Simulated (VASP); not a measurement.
# P (P6_3/mmc) in VASP: further runs, part 2 of 2

VASP 6.6.1. Earlier steps stand in the parts before.

### 3 Single point, revPBE

This run uses another cell than the first one, of 17.12 Å³/atom, 1.120 times its volume.

INCAR

```
  PREC = Accurate
  ENCUT = 520
  EDIFF = 1E-7
  ISMEAR = -1
  SIGMA = 0.1
  LREAL = False
  LASPH = True
  NELM = 60
  ALGO = Normal
  ISIF = 2
  LWAVE = False
  LCHARG = True
  GGA = RE
  LELF = True
  LVHAR = True
  NBANDS = 12
```

KPOINTS

```
Automatic mesh
0
Gamma
  12 12 11
```

POSCAR

```
P
1.0
    3.4278274669      0.0000000000      0.0000000000
   -1.7139137334      2.9685856661      0.0000000000
    0.0000000000      0.0000000000      3.3639424154
P
2
Direct
    0.3333333333      0.6666666667      0.2500000000
    0.6666666667      0.3333333333      0.7500000000
```

Potentials or basis: VASP PAW PBE potentials, release 64 (P).

Command:

```bash
$ cat potpaw_PBE.64/P/POTCAR > POTCAR
$ mpirun -np 1 vasp_std > vasp.out
```

OUTCAR:

```text
PREC = Accurate
   ENCUT = 520
   EDIFF = 1E-7
   ISMEAR = -1
   LREAL = False
   LASPH = True
   NELM = 60
   ISIF = 2
   GGA = RE

 ion  position               nearest neighbor table
   1  0.333  0.667  0.250-   2 2.60   2 2.60   2 2.60   2 2.60   2 2.60   2 2.60
   2  0.667  0.333  0.750-   1 2.60   1 2.60   1 2.60   1 2.60   1 2.60   1 2.60

  LATTYP: Found a hexagonal cell.
 ALAT       =     3.4278274669
 C/A-ratio  =     0.9813628159

  Lattice vectors:

 A1 = (   3.4278274669,   0.0000000000,   0.0000000000)
[... 541 lines left out ...]
      8      12.2072      0.00000
      9      13.5625      0.00000
     10      16.9853      0.00000
     11      17.1114      0.00000
     12      18.4885      0.00000

 [... further k-points ...]
[... 5 lines left out ...]
  --------------------------------------------------------------------------------------
  -------------------------------------------------------------------------------------
  Total       -1.4378159     -1.4378159     -2.2792486     -0.0000000     -0.0000000     -0.0000000
  in kB      -67.2971634    -67.2971634   -106.6805349     -0.0000000     -0.0000000     -0.0000000
  external PRESSURE =     -80.4249539 kB  Pullay stress =       0.0000000 kB

 VOLUME and BASIS-vectors are now :
 -----------------------------------------------------------------------------
  energy-cutoff  :      520.00
  volume of cell :       34.23
      direct lattice vectors                 reciprocal lattice vectors
     3.427827467  0.000000000  0.000000000     0.291729969  0.168430376  0.000000000
    -1.713913733  2.968585666  0.000000000     0.000000000  0.336860752  0.000000000
     0.000000000  0.000000000  3.363942415     0.000000000  0.000000000  0.297270249

 POSITION                                       TOTAL-FORCE (eV/Angst)
 -----------------------------------------------------------------------------------
     -0.00000      1.97906      0.84099        -0.000000      0.000000      0.000000
      1.71391      0.98953      2.52296         0.000000     -0.000000      0.000000
 -----------------------------------------------------------------------------------
    total drift:                               -0.000000      0.000000      0.000000

  FREE ENERGIE OF THE ION-ELECTRON SYSTEM (eV)
  ---------------------------------------------------
  free  energy   TOTEN  =        -9.2043736229 eV

  energy  without entropy=       -9.1753289575  energy(sigma->0) =       -9.18985129
```

OSZICAR:

```text
N       E                     dE             d eps       ncg     rms          rms(c)
DAV:   1     0.212151169752E+02    0.21215E+02   -0.44176E+03  2736   0.714E+02
DAV:   2    -0.808556880844E+01   -0.29301E+02   -0.28124E+02  3692   0.111E+02
DAV:   3    -0.920719258392E+01   -0.11216E+01   -0.11127E+01  3552   0.204E+01
DAV:   4    -0.921495898779E+01   -0.77664E-02   -0.77646E-02  3160   0.206E+00
DAV:   5    -0.921503030367E+01   -0.71316E-04   -0.71314E-04  3540   0.192E-01    0.552E+00
DAV:   6    -0.920727495319E+01    0.77554E-02   -0.65310E-03  3152   0.462E-01    0.319E+00
DAV:   7    -0.920413996169E+01    0.31350E-02   -0.13807E-02  3164   0.669E-01    0.132E-01
DAV:   8    -0.920436742721E+01   -0.22747E-03   -0.61701E-04  3356   0.165E-01    0.211E-02
DAV:   9    -0.920437393990E+01   -0.65127E-05   -0.10055E-05  3524   0.212E-02    0.910E-03
DAV:  10    -0.920437362659E+01    0.31331E-06   -0.25141E-06  3232   0.100E-02    0.278E-03
DAV:  11    -0.920437362290E+01    0.36958E-08   -0.49090E-08  2544   0.147E-03
   1 F= -.92043736E+01 E0= -.91898513E+01  d E =-.290447E-01
```

stdout:

```text
POSCAR found type information on POSCAR P
 POSCAR found :  1 types and       2 ions
 scaLAPACK will be used
 -----------------------------------------------------------------------------
|                                                                             |
|                                                                             |
|     You enforced a specific xc type in the INCAR file but a different       |
|     I HOPE YOU KNOW WHAT YOU ARE DOING!                                     |
|                                                                             |
 -----------------------------------------------------------------------------

 LDA part: xc-table for (Slater+PW92), standard interpolation
 POSCAR, INCAR and KPOINTS ok, starting setup
 FFT: planning ... GRIDC
 FFT: planning ... GRID_SOFT
 FFT: planning ... GRID
 WAVECAR not read
 entering main loop
```

Wall time 38 s (1 thread of Intel Xeon Platinum 8488C (Sapphire Rapids), shared host); peak memory 0.17 GiB.

What came out:

| Property | Result |
| --- | --- |
| Free energy | -9.2044 eV |
| Pressure | -8.0 GPa |
| Band gap on the k mesh | none (metal or under the smearing width) |

Levels at points of the mesh, in eV from the Fermi level:
| k point | band 1 | band 2 | band 3 | band 4 | band 5 | band 6 | band 7 | band 8 | band 9 | band 10 |
| --- | --- | --- | --- | --- | --- | --- | --- | --- | --- | --- |
| (0.00, 0.00, 0.00) | -15.02 | -4.21 | -3.50 | -1.53 | -1.53 | 2.21 | 2.21 | 3.26 | 6.96 | 8.64 |
| (0.50, 0.00, 0.00) | -12.26 | -10.19 | -3.52 | -1.80 | -1.11 | 1.14 | 2.38 | 3.56 | 5.60 | 9.29 |

Caveat: the PAW data sets were made with another functional, which shifts forces and pressure a little.

### 4 Single point, revPBE

This run uses another cell than the first one, of 15.89 Å³/atom, 1.040 times its volume.

INCAR

```
SYSTEM = P
ALGO = Normal
EDIFF = 1E-7
ENCUT = 520
GGA = RE
ISIF = 2
ISMEAR = -1
LASPH = .TRUE.
LCHARG = .FALSE.
LREAL = .FALSE.
LWAVE = .FALSE.
NBANDS = 12
NELM = 80
PREC = Accurate
SIGMA = 0.1
```

KPOINTS

```
k-points
0
G
  12 12 11
  0 0 0
```

POSCAR

```
P
1.0
    3.3441883271      0.0000000000      0.0000000000
   -1.6720941635      2.8961520463      0.0000000000
    0.0000000000      0.0000000000      3.2818620736
P
2
Direct
    0.3333333333      0.6666666667      0.2500000000
    0.6666666667      0.3333333333      0.7500000000
```

Command:

```bash
$ cat potpaw_PBE.64/P/POTCAR > POTCAR
$ mpirun -np 1 vasp_std > vasp.out
```

Wall time 25 s (1 thread of Intel Xeon Platinum 8488C (Sapphire Rapids), shared host); peak memory 0.16 GiB.

The run converged. Its results:

```yaml
Free_energy: -9.2933 eV
Pressure: -3.4 GPa
Band_gap_on_the_k_mesh: none (metal or under the smearing width)
```

Stress tensor (GPa, compression positive):
```
-2.77  0.00  0.00
 0.00 -2.77  0.00
 0.00  0.00 -4.60
```

Levels at points of the mesh, in eV from the Fermi level:
| k point | band 1 | band 2 | band 3 | band 4 | band 5 | band 6 | band 7 | band 8 | band 9 | band 10 |
| --- | --- | --- | --- | --- | --- | --- | --- | --- | --- | --- |
| (0.00, 0.00, 0.00) | -15.75 | -3.79 | -3.74 | -1.67 | -1.67 | 2.21 | 2.21 | 2.95 | 7.62 | 8.70 |
| (0.50, 0.00, 0.00) | -12.76 | -10.65 | -3.83 | -1.71 | -1.22 | 1.11 | 2.62 | 3.30 | 6.11 | 9.29 |

Caveat: the PAW data sets were made with another functional, which shifts forces and pressure a little.

### 5 The runs side by side

| cell | k mesh | gap on the mesh (eV) | pressure (GPa) |
| --- | --- | --- | --- |
| P6_3/mmc, 15.28 Å³/atom | 18 × 18 × 16 | none | -0.1 |
| P6_3/mmc, 17.12 Å³/atom | 12 × 12 × 11 | none | -8.0 |
| P6_3/mmc, 15.89 Å³/atom | 12 × 12 × 11 | none | -3.4 |

Alike in all rows: task single point; level revPBE; potentials or basis VASP PAW PBE potentials, release 64 (P); no spin polarisation; cutoff (eV) 520; smearing fermi-dirac 0.1 eV.

Every run on the cell as given and a fine mesh finds a metal.

Caveats: the PAW data sets were made with another functional, which shifts forces and pressure a little.

Absolute energies hang on the potentials; compare differences alone.
